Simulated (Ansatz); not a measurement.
The calculation used Ansatz, DFT PBE, scalar-relativistic, plane waves, PAW. All cells share a 420 eV cutoff and Γ-centred k meshes spaced at most about 0.3 Å⁻¹ (2π included). No spin polarisation in the final relaxations.

These are static total energies at zero pressure. All come from trial cells, and lower structures may exist.

Problem. Which of these relaxed structures of MgS is the lowest in energy?
A.

Space group Cmmm (No. 65). a = 3.540 Å, b = 7.943 Å, c = 3.479 Å, α = 90.00°, β = 90.00°, γ = 90.00°
```json
{"atom": "Mg", "site": "2c", "symmetry": "mmm", "x": "0.5000", "y": "0.0000", "z": "0.5000"}
{"atom": "S", "site": "2a", "symmetry": "mmm", "x": "0.0000", "y": "0.0000", "z": "0.0000"}
```

B.

Space group P4_2/mnm (No. 136). a = 6.877 Å, b = 6.877 Å, c = 4.080 Å, α = 90.00°, β = 90.00°, γ = 90.00°
```
atom  site  symmetry       x       y       z
  Mg    4f      m.2m  0.6732  0.6732  0.0000
   S    4g      m.2m  0.8122  0.8122  0.5000
```

C.

Space group P-6m2 (No. 187). a = 3.611 Å, b = 3.611 Å, c = 3.305 Å, α = 90.00°, β = 90.00°, γ = 120.00°
```csv
atom,site,symmetry,x,y,z
Mg,1b,-6m2,0.0000,0.0000,0.5000
S,1e,-6m2,0.6667,0.3333,0.0000
```

D.

Space group Fm-3m (No. 225). a = 5.230 Å, b = 5.230 Å, c = 5.230 Å, α = 90.00°, β = 90.00°, γ = 90.00°
```
atom  site  symmetry       x       y       z
  Mg    4a      m-3m  0.0000  0.0000  0.0000
   S    4b      m-3m  0.5000  0.0000  0.0000
```

Solution. D. It has the rock salt type, space group Fm-3m (No. 225); the next, B, with space group P4_2/mnm (No. 136), lies 29 meV/atom higher. Counting S atoms around Mg (those within 1.25 times the shortest such distance or 1.15 times the sum of covalent radii), the lowest has Mg 6 and the next has Mg 4.

No dispersion correction is applied, so the spacing and binding between layers, chains or molecules are poorly described (Cmmm), and this can change margins and order among such cells. With atoms moved at random, P4_2/mnm came back. Other cells relaxed within their symmetry can be saddle points. The Fm-3m cell of MgS came from shaking the Cmmm one. The part of the Crystallography Open Database at hand lists MgS in space group No. 225; sharing a group (Fm-3m) doesn't make a cell the listed structure. Some candidate types were left out of the draw beforehand, so a known form may be missing.
